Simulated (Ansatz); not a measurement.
How the vibrations of Ni3Ge change with volume

All numbers below come from Ansatz, DFT PBEsol, scalar-relativistic, plane waves, PAW. Cutoff 420 eV, 12×12×12 k-points (Γ-centred), Fermi-Dirac smearing of 0.15 eV. No spin polarisation. Phonons by linear response, acoustic sum rule imposed.

Equilibrium structure at this level:
```
Ni Ge
1.0
     3.52699    0.00000    0.00000
     0.00000    3.52699    0.00000
     0.00000    0.00000    3.52699
Ni Ge
3 1
Direct
  0.50000 0.00000 0.50000
  0.00000 0.50000 0.50000
  0.50000 0.50000 0.00000
  0.00000 0.00000 0.00000
```

In a metal, frequencies depend on the k mesh and the smearing, soft modes most. Spin polarisation was left out, and a magnetic state may lie lower.

Cells at 0.98 and 1.02 times the equilibrium volume were relaxed in shape and atoms; γ = −d ln ν / d ln V, modes matched by rank.

(1) Give the optical frequencies at Γ (cm⁻¹) at the three volumes and the mode Grüneisen parameters.

(2) What pressures hold the two strained cells, and what bulk modulus follows?

Answers

(1)
| 0.98 V | V | 1.02 V | γ | degeneracy |
| --- | --- | --- | --- | --- |
| 181 | 173 | 165 | 2.37 | 3 |
| 204 | 195 | 186 | 2.38 | 3 |
| 310 | 297 | 284 | 2.22 | 3 |

(2) 4.59 GPa at 0.98 V and -4.08 GPa at 1.02 V, so B = −dP/d ln V ≈ 217 GPa.